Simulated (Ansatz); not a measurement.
# WGe2P4 monolayer in a perpendicular field, part 2 of 2

What dipole does a perpendicular field induce in the WGe2P4 monolayer, and does the gap follow? A positive field points along +c.

Ansatz 0.2.0; plane-wave DFT, PBE-D3(BJ), Ansatz PAW (set soft_1); PAW set soft_1.

So far. Step 2 (Relaxing the slab): The lattice constant a goes from 3.580 to 3.496 Å.

## (3) Single point, field 0

A sawtooth potential applies the field, turning back in the middle of the vacuum. With the dipole correction the typed value is the field outside the slab. The induced dipole is small, so the SCF threshold is tight.

The cell differs from the one that the last finished run ended in (c 48.448 → 27.652 Å).

Contents of input.yaml:

```yaml
crystal:
  lattice:
    - [3.4963125202, 0.0, 0.0]
    - [-1.7481562601, 3.0278954621, 0.0]
    - [0.0, 0.0, 27.6521995058]
  atoms:
    - { symbol: P, position: [0.0, 0.0, 0.3254713969] }
    - { symbol: Ge, position: [0.3333333333, 0.6666666667, 0.3656088808] }
    - { symbol: P, position: [0.3333333333, 0.6666666667, 0.449513981] }
    - { symbol: W, position: [0.0, 0.0, 0.5] }
    - { symbol: P, position: [0.3333333333, 0.6666666667, 0.550486019] }
    - { symbol: Ge, position: [0.3333333333, 0.6666666667, 0.6343911192] }
    - { symbol: P, position: [0.0, 0.0, 0.6745286031] }
kpoints:
  mp_grid: { grid: [18, 18, 1] }
  band_path:
    path: [[0, 0, 0], [0.5, 0, 0], [0.33333333, 0.33333333, 0], [0, 0, 0]]
    npoints: 16
hamiltonian:
  xc: pbe
  dispersion: d3bj
  pseudopotentials: { kind: paw, azcp: { folder: soft_1 } }
scf:
  occupations: { method: fermi_dirac, width: 0.02585 }
  convergence: { dr2_threshold: 1.0e-10 }
efield:
  axis: 3
  dipole_correction: true
  ramp_position: 0.97
  ramp_width: 0.06
  amplitude: 0
output:
  dos: { projected: true, e_range: [-6, 5] }
  write_potential: true
  write_density: true
  volumetric_format: npy
  elf: true
```

Started as:

```bash
ansatz run input.yaml --threads 2 --pin off --max-ram 3072MiB --backend cpu --events-out ev --progress --plain --runs-dir out
```

Numbers of over 12 decimals in the logs are rounded to 6 here.

The program printed:

```text
[...]
Crystal: 7 atoms, lattice volume = 292.739 Å³
Basis set: ecut = 420 eV, 5715 PW (Γ)
Bands: 38, of which v1, the nominal top of the filled ones, is band 31 counted from 1 (30 counted from 0)
Symmetry: 6 space group operations
k-points: 37 of 324 (time reversal used)
[...]
SCF iter   1: F=—  HF=-22002.757710 eV  |F-HF|=—  |Δ(HF+E_count)|=         —  Δρ=3.11e-2  dr2=3.36e0  ethr=3.10e-3  p=0.000 e·Å  D=3.05e-14 V/Å  ΔV_dip=-0.00 eV  dr2_dipole=5.44e-8  V_vac-E_F(+/−)=6.50/6.50 eV  ⟨swp⟩=11.3  Hψ=7777  notcnv=0
efield: sawtooth ramp at fractional position 0.9700 (set: `efield.ramp_position`, or a place that a band, a saddle search or an elastic batch's reference lends), width 0.0600; the density the first Hamiltonian is built on has a dipole p = 0.000 e·Å; the dipole correction subtracts the counter field D = 3.05e-14 V/Å, which shifts the + side's vacuum level by -0.00 eV against the − side's; the planar-averaged density in the ramp window peaks in size at 1.2e-6 e/Å³
[...]
SCF iter   2: F=—  HF=-22002.029775 eV  |F-HF|=—  |Δ(HF+E_count)|=   7.28e-1  Δρ=1.54e-2  dr2=6.08e-1  ethr=3.10e-3  p=-0.000 e·Å  D=-3.52e-5 V/Å  ΔV_dip=0.00 eV  dr2_dipole=2.38e-7  V_vac-E_F(+/−)=5.66/5.66 eV  ⟨swp⟩=2.9  Hψ=2407  notcnv=0  defer=56
[...]
SCF iter  16: F=-22001.923684 eV  HF=-22001.923684 eV  |F-HF|=1.82e-11  |Δ(HF+E_count)|=  3.27e-11  Δρ=4.59e-8  dr2=1.67e-11  ethr=1.00e-12  p=0.000 e·Å  D=1.85e-7 V/Å  ΔV_dip=-0.00 eV  dr2_dipole=3.44e-12  V_vac-E_F(+/−)=5.02/5.02 eV  ⟨swp⟩=2.1  Hψ=2579  notcnv=0
SCF 1 converged in 16 iterations: F = -22001.923684 eV  dr2 = 1.67e-11
[...]
NSCF: frozen V_eff on 49 k-points
efield: sawtooth ramp at fractional position 0.9700 (kept from the solve that this one continues, or follows in the run), width 0.0600; the density the first Hamiltonian is built on has a dipole p = 0.000 e·Å; the dipole correction subtracts the counter field D = 1.85e-7 V/Å, which shifts the + side's vacuum level by -0.00 eV against the − side's; the planar-averaged density in the ramp window peaks in size at 1.2e-6 e/Å³
[...]
SCF converged after 16 iterations
Free energy (F): -22001.923684 eV
[...]
Internal energy: -22001.923684 eV  (E = F + TS)
E sigma→0 (E₀):  -22001.923684 eV
Entropy (-TS):   -0.000000 eV (-0.000 meV/atom)
Fermi energy:    1.661357 eV
Dipole field:    D = -0.000002 V/Å  (p = -0.000003 e·Å, saw-weighted, corrected)
Work function:   Φ+ = 5.0178 eV   Φ− = 5.0177 eV
Levels:          The Fermi level and band energies are counted from a zero that moves with the ramp; work functions are not
[...]
--- Band table (eV; the first three rows and the last of 37) ---
  k-point 0: bands = [... 27 lower, 0.9572, 1.0021, 1.0021, 1.2282, 4.2051, 4.2051, 4.3587, 4.4163, ... 3 higher]
  k-point 1: bands = [... 27 lower, 0.6806, 0.8598, 0.9083, 1.2531, 4.0860, 4.2957, 4.3159, 4.5837, ... 3 higher]
  k-point 2: bands = [... 27 lower, 0.4824, 0.6092, 0.6664, 1.2018, 3.8414, 3.9274, 4.5302, 4.5393, ... 3 higher]
  k-point 36: bands = [... 27 lower, -1.3331, -0.3505, 0.3085, 1.3070, 2.0060, 2.6102, 3.2745, 3.9094, ... 3 higher]
```

Wall time 51 s (2 threads of Arm Neoverse V1, shared host); peak memory 0.76 GiB; 1.7 min of CPU time.

The column dr2 measures how far the density is from self-consistency, as an energy; F and HF (Harris–Foulkes) agree once it is small.

This step gave:

| Property | Result |
| --- | --- |
| dipole along the normal | -3.04e-6 e·Å |
| gap along the path | 0.6989 eV |
| smallest direct gap along the path | 0.6989 eV |
| ionisation energy, upper face | 5.372 eV |
| electron affinity, upper face | 4.673 eV |
| gap, the smaller of path and mesh | 0.6989 eV |

Running mean over a fixed 2.7 Å (it still follows the layers) of the planar mean; the ramp of the sawtooth is left out. Electron's electrostatic potential energy less the Fermi level against z:

```tsv
z (Å)	electron's electrostatic potential energy less the Fermi level (eV)
3.5	5.02
4.0	5.02
4.5	5.02
5.0	5.01
5.5	5.01
6.0	4.97
6.5	4.81
7.0	4.13
7.5	2.18
8.0	-0.533
8.5	-3.10
9.0	-5.10
9.5	-6.40
10.0	-5.89
10.5	-4.38
11.0	-3.66
11.5	-3.82
12.0	-4.45
12.5	-6.33
13.0	-8.59
13.5	-9.53
14.0	-9.60
14.5	-9.04
15.0	-7.08
15.5	-4.88
16.0	-3.93
16.5	-3.65
17.0	-4.05
17.5	-5.43
18.0	-6.47
18.5	-5.61
19.0	-3.75
19.5	-1.38
20.0	1.39
20.5	3.68
21.0	4.69
21.5	4.94
22.0	5.00
22.5	5.01
23.0	5.02
23.5	5.02
24.0	5.02
```

The density of states has structure finer than the step of the table below, so its rows give means over 0.2 eV, whole bins alone (the curve runs from -6 to 2.33 eV). Peaks (eV: height): -4.76: 7.71, -3.02: 12.0, -2.58: 9.22, -2.44: 9.26, -2.25: 9.41, -2.11: 10.6, -1.84: 8.34.

Table of density of states by energy, zero at the Fermi level of the run, which the smearing sets inside the gap; means over each step:

```tsv
energy (eV)	density of states (states/eV a cell)
-5.8	3.21
-5.6	2.91
-5.4	3.36
-5.2	4.12
-5.0	3.08
-4.8	4.56
-4.6	3.46
-4.4	2.93
-4.2	2.46
-4.0	2.95
-3.8	4.37
-3.6	4.06
-3.4	3.38
-3.2	3.80
-3.0	6.14
-2.8	6.36
-2.6	6.98
-2.4	5.19
-2.2	7.41
-2.0	5.88
-1.8	6.14
-1.6	3.46
-1.4	4.09
-1.2	5.02
-1.0	2.83
-0.8	1.87
-0.6	1.22
-0.4	0.671
-0.2	0
0.0	0
0.2	0
0.4	0.344
0.6	0.857
0.8	1.26
1.0	2.79
1.2	2.03
1.4	3.26
1.6	4.47
1.8	5.00
2.0	5.50
2.2	5.27
```

Projected DOS per atom over height of the atomic layer and energy from the Fermi level. Layers: P Ge P W P Ge P from below.

Ten even steps from '_' (0.00 states/eV) to '@' (1.76 states/eV), each cell a mean:
```
------%%------
----::%%::----
......@@......
....__++__....
______--______
______________
______________
______--______
..____**____..
--..--@@--..--
++..------..++
%%::==**==::%%
++::++**++::++
**::******::**
--::--++--::--
::::--==--::::
::::::--::::::
::....--....::
::::======::::
..::==--==::..
..::==--==::..
....--::--....
```
Columns: height of the atomic layer (Å) from 9 to 18.7 (not evenly spaced); rows upwards: energy from the Fermi level (eV) from -5.96 to 2.32.

Electronic bands along the path, in eV, zero at the Fermi level of the run, which the smearing sets inside the gap:

```tsv
point	band 28	band 29	band 30	band 31	band 32	band 33	band 34	band 35
Γ	-0.70	-0.66	-0.66	-0.43	2.54	2.54	2.70	2.75
halfway	-1.82	-1.78	-1.53	-1.02	1.51	1.81	2.19	2.35
M	-2.36	-2.15	-1.70	-1.30	1.19	1.40	1.59	1.65
halfway	-2.73	-2.14	-1.69	-0.92	0.76	1.23	1.95	2.57
K	-2.99	-2.01	-1.35	-0.35	0.34	0.95	1.61	2.25
halfway	-2.33	-2.19	-1.52	-1.13	1.61	1.76	2.26	3.02
Γ	-0.70	-0.66	-0.66	-0.43	2.54	2.54	2.70	2.75
```

ELF in the ca plane at fractional y = 0.667, with atoms of Ge and P within 0.2 Å of it. It is the smooth field of the valence electrons, not physical close to the nuclei.

Ten even steps from '0' (0.00) to '9' (0.88), each cell a mean:
```
00000136788776421013432121244310124677887531
00000146888765420002221221122100024667888631
00000124677776532135764222466521235777776420
00000001345665444568997424899765445566542100
00000000012442235896467535864698532344210000
00000000001332425993005425400499524233100000
00000000002332225894026535620598522233100000
00000000123554345787898535897787543455321000
00000013566776543357886323688743345677654310
```
Columns run along c (16.0 Å, from fractional 0.19 to 0.76 of the cell), rows up along a (3.5 Å). Atoms in or near the plane, at fractional coordinates: Ge at (0.37, 0.33), P at (0.45, 0.33), P at (0.55, 0.33), Ge at (0.63, 0.33).

Valence density in the ca plane at fractional y = 0.667, with atoms of Ge and P within 0.2 Å of it. It is the smooth field of the valence electrons, not physical close to the nuclei.

Ten steps, logarithmic in the rise over the least value, from '0' (0 e/Å³) to '9' (35 e/Å³), each cell a mean:
```
00000000001111000000011111110000000111100000
00000000001111000000001111100000000111100000
00000000001111100000111111111000001111100000
00000000000112211111221111122111112211000000
00000000000125642122222111222221246521000000
00000000000138972221012111210222279831000000
00000000000137862222112111211222268721000000
00000000000113321112222111222211123211000000
00000000001111110001111111111100011111100000
```
Columns run along c (16.0 Å, from fractional 0.19 to 0.76 of the cell), rows up along a (3.5 Å). Atoms in or near the plane, at fractional coordinates: Ge at (0.37, 0.33), P at (0.45, 0.33), P at (0.55, 0.33), Ge at (0.63, 0.33).

Electrostatic potential energy in the ca plane at fractional y = 0.667, with atoms of Ge and P within 0.2 Å of it. With pseudopotentials it is smooth inside the atoms' cores, unlike the true potential.

Values in eV, 5 rows by 16 columns, each cell a mean:
```
  7   7   6   1  -2   3   5   3  -7  -4   4   4   2  -2   3   6
  7   7   6   2  -2  -2   3  -1  -4  -3   0   3  -2  -1   4   6
  7   7   6   4 -12 -18  -9 -35  -7 -14 -32  -7 -19  -7   5   6
  7   7   6   4 -14 -18 -14 -43 -10 -20 -41 -11 -18 -10   5   6
  7   7   6   3  -5  -9   0 -11  -3  -4 -10   0 -11  -2   4   6
```
Columns run along c (16.0 Å, from fractional 0.19 to 0.76 of the cell; values clipped at the 3rd and 97th percentile), rows up along a (3.5 Å). Atoms in or near the plane, at fractional coordinates: Ge at (0.37, 0.33), P at (0.45, 0.33), P at (0.55, 0.33), Ge at (0.63, 0.33).

The gap is 0.70 eV, with the valence edge 5.37 eV and the conduction edge 4.67 eV under the upper vacuum level. Spin-orbit coupling, left out in this run, matters for the bands of elements this heavy.

## (4) Atoms held, field 0.1 V/Å

Edit input.yaml of step 3 so:

```diff
@@ -28,7 +28,6 @@
   dipole_correction: true
-  ramp_position: 0.97
-  ramp_width: 0.06
-  amplitude: 0
+  ramp_position: 0.9555
+  ramp_width: 0.089
+  amplitude: 0.1
 output:
-  dos: { projected: true, e_range: [-6, 5] }
   write_potential: true
@@ -36,2 +35 @@
   volumetric_format: npy
-  elf: true
```

The program printed:

```text
[...]
Crystal: 7 atoms, lattice volume = 292.739 Å³
Basis set: ecut = 420 eV, 5715 PW (Γ)
Bands: 38, of which v1, the nominal top of the filled ones, is band 31 counted from 1 (30 counted from 0)
Symmetry: 6 space group operations
k-points: 37 of 324 (time reversal used)
[...]
k-point 0: bands = [... 27 lower, 0.9452, 1.0133, 1.0133, 1.2282, 4.2043, 4.2043, 4.3468, 4.4269, ... 3 higher]
  k-point 1: bands = [... 27 lower, 0.6831, 0.8485, 0.9189, 1.2531, 4.0846, 4.2948, 4.3155, 4.5836, ... 3 higher]
  k-point 2: bands = [... 27 lower, 0.4817, 0.5992, 0.6757, 1.2018, 3.8376, 3.9297, 4.5233, 4.5453, ... 3 higher]
  k-point 36: bands = [... 27 lower, -1.3339, -0.3515, 0.3091, 1.3066, 2.0056, 2.6095, 3.2733, 3.9091, ... 3 higher]
[key lines of the parts left out:]
SCF converged after 16 iterations
Free energy (F): -22001.927056 eV
Fermi energy:    1.661027 eV
Dipole field:    D = 0.041686 V/Å  (p = 0.067439 e·Å, saw-weighted, corrected)
```

Elapsed: 52 s, on 2 threads; peak memory 0.73 GiB; 1.7 min of CPU time.

The dipole is 0.0674 e·Å, and the gap 0.699 eV.

## (5) Atoms held, field -0.1 V/Å

Edit input.yaml of step 4 so:

```diff
@@ -30,3 +30,3 @@
   ramp_width: 0.089
-  amplitude: 0.1
+  amplitude: -0.1
 output:
```

The program printed:

```text
[...]
Crystal: 7 atoms, lattice volume = 292.739 Å³
Basis set: ecut = 420 eV, 5715 PW (Γ)
Bands: 38, of which v1, the nominal top of the filled ones, is band 31 counted from 1 (30 counted from 0)
Symmetry: 6 space group operations
k-points: 37 of 324 (time reversal used)
[...]
k-point 0: bands = [... 27 lower, 0.9452, 1.0133, 1.0133, 1.2282, 4.2043, 4.2043, 4.3468, 4.4269, ... 3 higher]
  k-point 1: bands = [... 27 lower, 0.6831, 0.8485, 0.9189, 1.2531, 4.0846, 4.2948, 4.3155, 4.5836, ... 3 higher]
  k-point 2: bands = [... 27 lower, 0.4817, 0.5992, 0.6757, 1.2018, 3.8376, 3.9297, 4.5233, 4.5453, ... 3 higher]
  k-point 36: bands = [... 27 lower, -1.3339, -0.3515, 0.3091, 1.3066, 2.0056, 2.6095, 3.2733, 3.9091, ... 3 higher]
[key lines of the parts left out:]
SCF converged after 16 iterations
Free energy (F): -22001.927056 eV
Fermi energy:    1.661028 eV
Dipole field:    D = -0.041686 V/Å  (p = -0.067439 e·Å, saw-weighted, corrected)
```

It took 53 s on 2 threads; peak memory 0.73 GiB; 1.7 min of CPU time.

The dipole is -0.0674 e·Å, and the gap 0.699 eV.

## (6) Response, atoms held

This step: plane-wave DFT, PBE-D3(BJ), Ansatz PAW (set soft_1); response to a field along the normal, atoms held; PAW set soft_1 (Ansatz 0.2.0).

The dipoles give the slope, and the difference of two potentials shows where the field is screened.

This step gave:

* equivalent conductor thickness p/(ε₀AE): 11.53 Å
* distance between the outer atoms: 9.652 Å

Table of dipole of the cell by applied field:

```tsv
applied field (V/Å)	dipole of the cell (e·Å)
-0.1000	-0.0674
0.0000	-3.0e-6
0.1000	0.0674
```

Local field over the applied field, running mean. From the potentials at -0.1 and 0.1 V/Å; running mean over 2.5 Å. Table of local field over applied field by z:

```tsv
z (Å)	local field over applied field
5	0.995
6	0.960
7	0.782
8	0.438
9	0.125
10	0.0529
11	0.0793
12	0.0723
13	0.0503
14	0.0328
15	0.0563
16	0.0846
17	0.0644
18	0.0556
19	0.214
20	0.563
21	0.871
22	0.980
23	0.998
```

The induced electron density oscillates, so the rows of the table below give means over windows of 0.5 Å about each position, cut where the curve ends. Its maxima inside the range that stand out by 2 % of the span (Å: e/Å³ per V/Å): 7.92: 0.00361, 9.36: 7.9e-4, 11.09: 4.6e-4, 12.39: 9.5e-4, 14.55: 3.1e-4, 15.84: 3.0e-4, 17.43: 0.00139, 18.72: -5.6e-4. Its minima: 8.93: 5.6e-4, 10.23: -0.00139, 11.81: -3.0e-4, 13.11: -3.1e-4, 15.27: -9.5e-4, 16.56: -4.6e-4, 18.29: -7.9e-4, 19.73: -0.00361.

Electrons, planar mean, per unit field. Table of induced electron density by z; means over each step:

z (Å), induced electron density (e/Å³ per V/Å) and a bar from the least value:
```
      4.5    0.00001 ###############
      5.0    0.00002 ###############
      5.5    0.00007 ###############
      6.0    0.00020 ###############
      6.5    0.00053 #################
      7.0    0.00131 ####################
      7.5    0.00264 ##########################
      8.0    0.00344 ##############################
      8.5    0.00188 #######################
      9.0    0.00068 ##################
      9.5    0.00049 #################
     10.0   -0.00077 ###########
     10.5   -0.00081 ###########
     11.0    0.00033 ################
     11.5   -0.00001 ##############
     12.0    0.00011 ###############
     12.5    0.00073 ##################
     13.0   -0.00013 ##############
     13.5   -0.00023 #############
     14.0    0.00014 ###############
     14.5    0.00025 ################
     15.0   -0.00050 ############
     15.5   -0.00043 #############
     16.0    0.00015 ###############
     16.5   -0.00035 #############
     17.0    0.00036 ################
     17.5    0.00108 ###################
     18.0   -0.00018 ##############
     18.5   -0.00070 ###########
     19.0   -0.00127 #########
     19.5   -0.00320 
     20.0   -0.00304 #
     20.5   -0.00167 #######
     21.0   -0.00070 ###########
     21.5   -0.00027 #############
     22.0   -0.00010 ##############
     22.5   -0.00003 ##############
     23.0   -0.00001 ##############
     23.5    0.00000 ##############
```

The smaller of the gaps on the path and on the k-mesh, counted as 0 under 0.03 eV. The gap stays at 0.699 eV for applied field from -0.1 to 0.1 V/Å.

By hand: between -0.1 and 0.1 V/Å the dipole changes by 0.1349 e·Å, a slope of 0.6744 e·Å²/V. A perfect conductor of thickness t has p = ε₀AEt, so t = 180.95 × 0.6744 / 10.586 = 11.53 Å (e/ε₀ = 180.95 V·Å, A in Å²).

The induced dipole is that of a conductor 11.53 Å thick.

## (7) Summary of results

| Item | Value |
| --- | --- |
| gap without field | 0.699 eV |
| ionisation energy, upper face | 5.37 eV |
| electron affinity, upper face | 4.67 eV |
| equivalent conductor thickness, atoms held | 11.5 Å |

**Reading.** The induced dipole equals that of a perfect conductor 11.53 Å thick, while the outer atoms lie 9.65 Å apart; an out-of-plane ε follows only once a thickness t is chosen, by 1 − 1/ε = 11.53 Å / t. The gap stays within 0.01 eV of 0.70 eV over the fields run, up to 0.1 V/Å in size. Semilocal functionals give gaps that are too small, and excitons are not included. Spin-orbit coupling is left out, which matters for the bands of elements this heavy. The outer anions sit over the metal atoms, one of several polytypes of such layers and not the lowest for every compound.

[Logs are printed without paths, hosts, clocks, repeated set-up lines and the standing remarks that a program may print on its own settings, such as how far it seeks lower states.]

[Hosts, paths, dates, database ids (printed as entryN), source tags and the programs' standing remarks are cut or masked in the printed files.]

[Maps of the electrostatic potential energy from Ansatz leave out the sawtooth potential of an applied field or a dipole correction, so their vacuum need not be flat; planar profiles and work functions include it.]

[The density of states shown here was stored with 400 of the rows of the run's finer table, so its peaks can read low, often by over a quarter, or be missed, and its means over a window can be off by a tenth or more.]
